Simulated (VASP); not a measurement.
Write the native input for VASP 6.6.1 that does the following.

```
Task                   : single point
Functional             : PBE
Potentials or basis    : VASP PAW PBE potentials, release 64 (Cu, O)
Cutoff                 : 520 eV
k mesh                 : 10 × 10 × 5
Occupations            : fermi-dirac, width 0.05 eV
Spin                   : no spin polarisation
Further INCAR settings : ALGO = Normal; EDIFF = 1e-07; NBANDS = 25
```

The structure of CuO (Tenorite) lies in POSCAR:

```
CuO
1.0
    2.3446500000     -1.7134000000      0.0000000000
    2.3446500000      1.7134000000      0.0000000000
   -0.8605543552      0.0000000000      5.0594363927
Cu O
2 2
Direct
    0.5057020000     -0.0099960000      0.4952360000
    0.0115430000      0.5010150000     -0.0027230000
    0.4001180000      0.5775250000      0.7609880000
    0.5763470000      0.4140770000      0.2581400000
```

The cell isn't the ideal one: atoms moved at random, drawn with an rms of 0.05 Å.

These files were run (other wordings do the same):

INCAR

```
PREC = Accurate ; ENCUT = 520
EDIFF = 1E-7 ; ISMEAR = -1
SIGMA = 0.05 ; LREAL = False
LASPH = True ; NELM = 80
ALGO = Normal ; ISIF = 2
LWAVE = False ; LCHARG = False
GGA = PE ; NBANDS = 25
```

KPOINTS

```
regular mesh
0
Gamma
  10 10 5
```

Potentials or basis: VASP PAW PBE potentials, release 64 (Cu, O).

Run with:

```console
$ cat potpaw_PBE.64/Cu/POTCAR potpaw_PBE.64/O/POTCAR > POTCAR
$ mpirun -np 1 vasp_std > vasp.out
```

It gave:

```yaml
Pressure: 7.2 GPa
Largest_force: 1.617 eV/Å
Band_gap_on_the_k_mesh: none (metal or under the smearing width)
```

Caveat: the run has no spin polarisation, though such a crystal can be magnetic; semilocal functionals often make such compounds metallic where correlation or magnetic order opens a gap, which also shifts bond lengths.

It took 3.9 min on 1 thread of Intel(R) Xeon(R) Platinum 8488C (Sapphire Rapids), with other jobs on the host, peak memory 0.33 GiB.
